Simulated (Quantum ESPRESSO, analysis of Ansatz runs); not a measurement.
# Migration in HfO2 (P2_1/c): V_O hop (2.8 Å), charge 0 (Quantum ESPRESSO), part 2 of 3

Wanted: path and barrier of a jump of O in HfO2 (P2_1/c) at charge 0. The case: V_O hop (2.8 Å), in a cell of 48 host atoms with 1 O taken out.

Quantum ESPRESSO 7.5; Quantum ESPRESSO plane-wave DFT, PBEsol, GBRV 1.5 PBEsol potentials; nudged elastic band between two relaxed defect structures.

So far: The starting structure; Relaxation of the start point, charge 0.

## 3. Relaxation of the end point, charge 0

Level of this step: Quantum ESPRESSO plane-wave DFT, PBEsol, GBRV 1.5 PBEsol potentials; relaxation of all atoms of a defect supercell (Quantum ESPRESSO).

The end point is relaxed in the same cell and settings, so that the two energies compare. Atoms more than 3.2 Å from the middle of the hop start where the first relaxation left them, the nearer ones on or close to their ideal places, with small random displacements.

pw.in

```
&CONTROL
  calculation = 'relax'
  prefix = 'pwscf'
  outdir = './tmp'
  pseudo_dir = './pseudo'
  tprnfor = .true.
  disk_io = 'low'
  nstep = 70
  forc_conv_thr = 0.0012
  etot_conv_thr = 0.0001
/
&SYSTEM
  ibrav = 0
  nat = 47
  ntyp = 2
  ecutwfc = 36
  ecutrho = 288
  nbnd = 193
  occupations = 'fixed'
  nosym = .true.
/
&ELECTRONS
  conv_thr = 5d-08
  electron_maxstep = 100
  mixing_beta = 0.5
/
&IONS
  ion_dynamics = 'bfgs'
/
ATOMIC_SPECIES
Hf   178.4900 hf_pbesol_v1.uspp.F.UPF
O     15.9990 o_pbesol_v1.2.uspp.F.UPF
CELL_PARAMETERS angstrom
  -5.9416700219    5.1632183080    5.1583953540
   4.2040263251   -5.1632183080    5.1655566081
   5.9416700219    5.1632183080   -5.1583953540
ATOMIC_POSITIONS crystal
Hf     0.0831888174    0.4939498829    0.8678825583
Hf     0.0836683646    0.9918851276    0.3679011940
[... 1 atom line left out ...]
Hf     0.5817811246    0.9912133645    0.8664005598
[... 3 atom lines left out ...]
Hf     0.8741576603    0.7579630434    0.8400552492
[... 1 atom line left out ...]
Hf     0.4164431828    0.5062387210    0.6323443143
[... 5 atom lines left out ...]
Hf     0.6257789948    0.7437299743    0.1612501935
O      0.3613362259    0.2143974428    0.5929040735
[... 6 atom lines left out ...]
O      0.8800489564    0.5344591188    0.8977842483
[... 6 atom lines left out ...]
O      0.6209459496    0.4636852381    0.6021290126
O      0.6200291354    0.9652508900    0.1028335715
[... 1 atom line left out ...]
O      0.3400700742    0.7046906285    0.7077438929
[... 1 atom line left out ...]
O      0.8381267112    0.7049638674    0.2064736515
[... 1 atom line left out ...]
O      0.6608798805    0.7926835580    0.8010960525
[... 6 atom lines left out ...]
O     -0.0019695541    0.9566619942    0.1166242316
[... 1 atom line left out ...]
O      0.5164531986    0.9550190635    0.6213413763
K_POINTS gamma
```

Run with:

```
$ OMP_NUM_THREADS=1 mpirun -n 4 pw.x -in pw.in > pw.out
```

Log:

```text
[shortened: banners, details of potentials and solvers, and blank lines are left out]
[banner, memory and clock lines left out]
     gamma-point specific algorithms are used
     one sub-group per band group will be used
     bravais-lattice index     =            0
     lattice parameter (alat)  =      17.7847  a.u.
     unit-cell volume          =    3650.0307 (a.u.)^3
     number of atoms/cell      =           47
     number of atomic types    =            2
     number of electrons       =       378.00
     number of Kohn-Sham states=          193
     kinetic-energy cutoff     =      36.0000  Ry
     charge density cutoff     =     288.0000  Ry
     scf convergence threshold =      5.0E-08
     mixing beta               =       0.5000
     number of iterations used =            8  plain     mixing
     energy convergence thresh.=      1.0E-04
     force convergence thresh. =      1.2E-03
     Exchange-correlation= SLA  PW   PSX  PSC
                           (   1   4  10   8   0   0   0)
     nstep                     =           70
     crystal axes: (cart. coord. in units of alat)
               a(1) = (  -0.631338   0.548623   0.548110 )
               a(2) = (   0.446703  -0.548623   0.548871 )
               a(3) = (   0.631338   0.548623  -0.548110 )
     PseudoPot. # 1 for Hf read from file:
     hf_pbesol_v1.uspp.F.UPF
     Pseudo is Ultrasoft + core correction, Zval = 12.0
[...]
PseudoPot. # 2 for O  read from file:
     o_pbesol_v1.2.uspp.F.UPF
     Pseudo is Ultrasoft + core correction, Zval =  6.0
[...]
atomic species   valence    mass     pseudopotential
     Hf               12.00   178.49000     Hf( 1.00)
     O                 6.00    15.99900     O ( 1.00)
     No symmetry found
     site n.     atom                  positions (alat units)
         1        Hf     tau(   1) = (   0.7160560   0.2507873  -0.1589839  )
         2        Hf     tau(   2) = (   0.6225251  -0.2964295   0.3886264  )
         3        Hf     tau(   3) = (   0.0854485   0.2501596   0.3889280  )
         4        Hf     tau(   4) = (   0.6224691   0.2507033   0.3880458  )
         5        Hf     tau(   5) = (   0.4081788   0.5256827  -0.1148033  )
         6        Hf     tau(   6) = (   0.3155452  -0.0229292   0.4349589  )
         7        Hf     tau(   7) = (  -0.2219783   0.5258551   0.4346556  )
         8        Hf     tau(   8) = (   0.3170542   0.5246206   0.4347161  )
[...]
number of k points=     1
                       cart. coord. in units 2pi/alat
        k(    1) = (   0.0000000   0.0000000   0.0000000), wk =   2.0000000
     Dense  grid:   150556 G-vectors     FFT dimensions: ( 100,  90, 100)
     Smooth grid:    53237 G-vectors     FFT dimensions: (  72,  64,  72)
     Check: negative core charge=   -0.000005
     starting charge     345.9999, renormalised to     378.0000
     Self-consistent Calculation
     iteration #  1     ecut=    36.00 Ry     beta= 0.50
     total energy              =   -3541.00711012 Ry
     estimated scf accuracy    <      16.09906230 Ry
     iteration #  2     ecut=    36.00 Ry     beta= 0.50
     total energy              =   -3542.95603195 Ry
     estimated scf accuracy    <       2.23189532 Ry
     iteration #  3     ecut=    36.00 Ry     beta= 0.50
     total energy              =   -3543.27305290 Ry
     estimated scf accuracy    <       0.11421969 Ry
[...]
estimated scf accuracy    <       0.00000043 Ry
[... 85 further cycles ...]
     iteration #  5     ecut=    36.00 Ry     beta= 0.50
     total energy              =   -3543.32666180 Ry
     estimated scf accuracy    <       0.00000004 Ry
     iteration #  6     ecut=    36.00 Ry     beta= 0.50
     total energy              =   -3543.32666181 Ry
     estimated scf accuracy    <          7.2E-09 Ry
     iteration #  7     ecut=    36.00 Ry     beta= 0.50
     End of self-consistent calculation
          k = 0.0000 0.0000 0.0000 (  6643 PWs)   bands (ev):
   -49.3881 -49.3688 -49.3637 -49.3534 -49.3479 -49.3462 -49.3436 -49.3402
   -49.3351 -49.3326 -49.3312 -49.3290 -49.3250 -49.3027 -49.2373 -49.0671
   -18.5075 -18.4839 -18.4547 -18.4158 -18.4109 -18.4079 -18.3780 -18.3535
   -18.3511 -18.3441 -18.3358 -18.3311 -18.3197 -18.3078 -18.2826 -18.2526
   -18.2349 -18.2290 -18.2204 -18.2140 -18.2029 -18.1572 -18.1391 -18.1325
   -18.1123 -18.1078 -18.0974 -18.0872 -18.0644 -18.0578 -18.0378 -18.0223
   -18.0187 -18.0156 -18.0115 -17.9989 -17.9941 -17.9892 -17.9797 -17.9584
   -17.9559 -17.9367 -17.9296 -17.9105 -17.9012 -17.8923 -17.8089 -17.6863
[...]
15.4860
     highest occupied, lowest unoccupied level (ev):    13.6044   15.1580
!    total energy              =   -3543.32666181 Ry
     estimated scf accuracy    <          4.0E-10 Ry
     The total energy is the sum of the following terms:
     one-electron contribution =    -558.54537966 Ry
     hartree contribution      =     496.55059530 Ry
     xc contribution           =   -1431.49810710 Ry
     ewald contribution        =   -2049.83377034 Ry
     convergence has been achieved in   7 iterations
     Forces acting on atoms (cartesian axes, Ry/au):
     atom    1 type  1   force =     0.00005675   -0.00008787    0.00024218
     atom    2 type  1   force =    -0.00006613    0.00034616   -0.00018070
     atom    3 type  1   force =    -0.00055323   -0.00091857    0.00112276
     atom    4 type  1   force =    -0.00051161   -0.00049407   -0.00134734
     atom    5 type  1   force =    -0.00062115    0.00001871   -0.00002387
     atom    6 type  1   force =     0.00042876   -0.00026850   -0.00002530
     atom    7 type  1   force =    -0.00042713   -0.00083430   -0.00034118
     atom    8 type  1   force =    -0.00020816   -0.00055895    0.00131825
[...]
Total force =     0.005571     Total SCF correction =     0.000071
     Energy error            =      7.5E-05 Ry
     Gradient error          =      1.4E-03 Ry/Bohr
     number of scf cycles    =  12
     number of bfgs steps    =  11
     energy             old  =   -3543.3265871370 Ry
     energy             new  =   -3543.3266618113 Ry
     CASE: energy            _new < energy            _old
     new trust radius        =       0.0057106492 bohr
     new conv_thr            =       0.0000000005 Ry
ATOMIC_POSITIONS (crystal)
Hf               0.0842287534        0.4928312437        0.8668815778
Hf               0.0822768613        0.9921997586        0.3675050951
Hf               0.5818778290        0.4923003926        0.3673876847
Hf               0.5830847180        0.9917764363        0.8688182112
Hf               0.3741919205        0.2566641529        0.8412474285
Hf               0.3749492063        0.7577001103        0.3406531634
Hf               0.8751707834        0.2571447072        0.3402911930
Hf               0.8744942546        0.7565603648        0.8414488339
[...]
Check: negative core charge=   -0.000004
     Self-consistent Calculation
     iteration #  1     ecut=    36.00 Ry     beta= 0.50
     total energy              =   -3543.32669925 Ry
     estimated scf accuracy    <       0.00004143 Ry
     iteration #  2     ecut=    36.00 Ry     beta= 0.50
     total energy              =   -3543.32670564 Ry
     estimated scf accuracy    <       0.00000806 Ry
     iteration #  3     ecut=    36.00 Ry     beta= 0.50
     total energy              =   -3543.32670720 Ry
     estimated scf accuracy    <       0.00000100 Ry
[...]
estimated scf accuracy    <       0.00000013 Ry
     iteration #  5     ecut=    36.00 Ry     beta= 0.50
     total energy              =   -3543.32670736 Ry
     estimated scf accuracy    <       0.00000002 Ry
     iteration #  6     ecut=    36.00 Ry     beta= 0.50
     total energy              =   -3543.32670736 Ry
     estimated scf accuracy    <          4.1E-09 Ry
     iteration #  7     ecut=    36.00 Ry     beta= 0.50
     End of self-consistent calculation
          k = 0.0000 0.0000 0.0000 (  6643 PWs)   bands (ev):
   -49.3885 -49.3682 -49.3631 -49.3542 -49.3485 -49.3469 -49.3435 -49.3409
   -49.3352 -49.3329 -49.3309 -49.3288 -49.3234 -49.3037 -49.2349 -49.0658
   -18.5075 -18.4838 -18.4545 -18.4154 -18.4113 -18.4077 -18.3778 -18.3534
   -18.3508 -18.3443 -18.3359 -18.3312 -18.3193 -18.3079 -18.2825 -18.2529
   -18.2348 -18.2287 -18.2207 -18.2140 -18.2029 -18.1570 -18.1391 -18.1330
   -18.1121 -18.1074 -18.0976 -18.0869 -18.0643 -18.0573 -18.0376 -18.0222
   -18.0186 -18.0157 -18.0115 -17.9982 -17.9940 -17.9892 -17.9796 -17.9579
   -17.9557 -17.9370 -17.9295 -17.9102 -17.9006 -17.8915 -17.8080 -17.6852
[...]
15.4868
     highest occupied, lowest unoccupied level (ev):    13.6042   15.1574
!    total energy              =   -3543.32670736 Ry
     estimated scf accuracy    <          2.8E-10 Ry
     The total energy is the sum of the following terms:
     one-electron contribution =    -558.47931570 Ry
     hartree contribution      =     496.51880448 Ry
     xc contribution           =   -1431.49821067 Ry
     ewald contribution        =   -2049.86798547 Ry
     convergence has been achieved in   7 iterations
     Forces acting on atoms (cartesian axes, Ry/au):
     atom    1 type  1   force =     0.00033901   -0.00005440    0.00028373
     atom    2 type  1   force =    -0.00032841    0.00005438   -0.00028262
     atom    3 type  1   force =    -0.00048781   -0.00057551    0.00053035
     atom    4 type  1   force =    -0.00026398   -0.00005615   -0.00049678
     atom    5 type  1   force =    -0.00000677    0.00021271   -0.00032073
     atom    6 type  1   force =     0.00020033   -0.00007145    0.00018113
     atom    7 type  1   force =    -0.00001397   -0.00082644   -0.00014710
     atom    8 type  1   force =    -0.00018377   -0.00041457    0.00081528
[...]
Total force =     0.004556     Total SCF correction =     0.000064
     Energy error            =      4.6E-05 Ry
     Gradient error          =      1.0E-03 Ry/Bohr
     bfgs converged in  13 scf cycles and  12 bfgs steps
     (criteria: energy <  1.0E-04 Ry, force <  1.2E-03 Ry/Bohr)
     End of BFGS Geometry Optimization
     Final energy             =   -3543.3267073601 Ry
Begin final coordinates
ATOMIC_POSITIONS (crystal)
Hf               0.0842287534        0.4928312437        0.8668815778
Hf               0.0822768613        0.9921997586        0.3675050951
Hf               0.5818778290        0.4923003926        0.3673876847
Hf               0.5830847180        0.9917764363        0.8688182112
Hf               0.3741919205        0.2566641529        0.8412474285
Hf               0.3749492063        0.7577001103        0.3406531634
Hf               0.8751707834        0.2571447072        0.3402911930
Hf               0.8744942546        0.7565603648        0.8414488339
[...]
End final coordinates
```

Wall time 4.2 min (4 MPI ranks of Arm Neoverse V1, shared host); peak memory 1.4 GiB.

Relaxation path:

| step | energy less that of the first step (eV) |
| --- | --- |
| 0 | 0.0000 |
| 1 | -0.0860 |
| 2 | -0.1415 |
| 3 | -0.1630 |
| 4 | -0.1840 |
| 5 | -0.1989 |
| 6 | -0.2109 |
| 7 | -0.2177 |
| 8 | -0.2223 |
| 9 | -0.2252 |
| 10 | -0.2270 |
| 11 | -0.2280 |
| 12 | -0.2287 |

The atoms that moved most (Å):

| atom | dx | dy | dz | length |
| --- | --- | --- | --- | --- |
| O45 | -0.070 | 0.105 | 0.074 | 0.146 |
| O36 | -0.071 | -0.099 | 0.073 | 0.142 |
| O38 | 0.043 | 0.075 | -0.074 | 0.113 |
| O39 | -0.031 | 0.040 | 0.062 | 0.080 |
| O34 | -0.042 | -0.053 | 0.026 | 0.073 |
| O17 | 0.070 | 0.015 | 0.000 | 0.072 |
| O41 | -0.044 | -0.045 | 0.032 | 0.071 |
| O44 | 0.027 | -0.050 | -0.039 | 0.070 |

Neighbours of O38 at the end:

| atom | distance (Å) |
| --- | --- |
| Hf8 | 2.033 |
| Hf4 | 2.052 |
| Hf10 | 2.092 |
| O31 | 2.521 |
| O34 | 2.534 |
| O39 | 2.766 |
| O45 | 2.819 |
| O32 | 2.860 |
| O47 | 2.871 |
| O19 | 2.901 |

This step gave:

```
highest filled level                                                                              : 13.60 eV
lowest empty level                                                                                : 15.16 eV
r.m.s. move of the farther half of the atoms                                                      : 0.06328 Å
largest move from the ideal geometry of this structure, a common shift of the far atoms taken out : 0.1562 Å
```

The relaxation gained 0.229 eV and ended with a largest force component of 0.027 eV/Å. The end lies 0.001 eV above the start.

(Continued in part 3 of 3.)

[Logs are printed without paths, hosts, clocks, repeated set-up lines and the standing remarks that a program may print on its own settings, such as how far it seeks lower states.]

[Hosts, paths, dates, database ids (printed as entryN), source tags and the programs' standing remarks are cut or masked in the printed files.]
